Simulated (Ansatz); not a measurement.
# I (A7 type): the cost of one run

Computed with Ansatz 0.2.0 (DFT PBE, with the methods named in each step, unless a step's input says otherwise).

### Step 1. The system as given

Symmetry: Pm-3m, No. 221, cubic system. The conventional cell has a = 3.469 Å, b = 3.469 Å, c = 3.469 Å, α = 90.00°, β = 90.00°, γ = 90.00°. Around I (site symmetry m-3m) lie 6 I at 3.47 Å.

Coordinates:

```
CELL_PARAMETERS angstrom
2.45121 -1.41521 4.01040
0.00000 2.83041 4.01040
-2.45121 -1.41521 4.01040
ATOMIC_POSITIONS crystal
I 0.25000 0.25000 0.25000
I 0.75000 0.75000 0.75000
```

Whether this phase is the stable one at these pressures isn't tested.

Atoms are numbered in the order of the input: I1, I2.

### Step 2. The reference volume, LAPW

input.yaml

```yaml
crystal:
  lattice:
    - [2.4512098441, -1.4152066633, 4.0104004598]
    - [0.0, 2.8304133267, 4.0104004597]
    - [-2.4512098441, -1.4152066633, 4.0104004598]
  atoms:
    - { symbol: I, position: [0.2499996776, 0.2499996776, 0.2499996776] }
    - { symbol: I, position: [-0.2499996776, -0.2499996776, -0.2499996776] }
kpoints:
  mp_grid: { grid: [11, 11, 11] }
  band_path:
    path:
      - [0.0, 0.0, 0.0]
      - [1.0, 1.0, 1.0]
      - [1.001260782, 1.0, 0.998739218]
      - [0.998739218, 0.001260782, 0.0]
      - [0.5, 0.5, 0.0]
      - [0.0, 0.0, 0.0]
      - [0.499369609, 0.0, -0.499369609]
      - [1.0, 0.500630391, 0.499369609]
      - [1.0, 0.5, 0.5]
    npoints: 14
scf:
  occupations: { method: fermi_dirac, width: 0.1 }
hamiltonian:
  xc: pbe
  pseudopotentials: { kind: all_electron, lapw: { basis_error: 0.001 } }
output:
  forces: true
  stress: true
  eigenvalues: true
  populations: true
  dos: { projected: true, de: 0.2, e_range: [-14, 8] }
```

Launch:

```console
> ansatz run input.yaml --threads 1 --pin off --max-ram 2048MiB --backend cpu --events-out ev --progress --plain --runs-dir out
```

What time and memory should one allow on 1 thread of Intel Xeon 6975P-C (Granite Rapids), shared host?

About 18 s, with a peak of 0.48 GiB.
